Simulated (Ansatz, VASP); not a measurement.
One calculation of H2, two programs

```
H
1.0
     9.00000    0.00000    0.00000
     0.00000    9.50000    0.00000
     0.00000    0.00000   10.00000
H
2
Direct
  0.50000 0.50000 0.46211
  0.50000 0.50000 0.53789
```

Alike in both runs: functional PBEsol; k mesh 1 × 1 × 1; occupations gaussian, width 0.02 eV; no spin polarisation.

Ansatz relaxed the structure, and its values are those at the end. VASP's run is a single point on that final structure, the one shown.

|  | VASP | Ansatz |
| --- | --- | --- |
| version | VASP 6.6.1 | Ansatz 0.2.0 |
| potentials or method | VASP PAW PBE potentials, release 64 (H) | plane waves, PAW |
| plane-wave cutoff (eV) | 520 | 470 |
| valence electrons in the cell | 2 | 2 |

Ansatz gave:

```
rms of the force components (eV/Å) : 0.008
```

Task: Which values does VASP return?

Result: rms of the force components (eV/Å): 0.011.

Ansatz warned: «stress_scf_threshold_loose».

Caveats: the PAW data sets were made with another functional, which shifts forces and pressure a little (VASP).
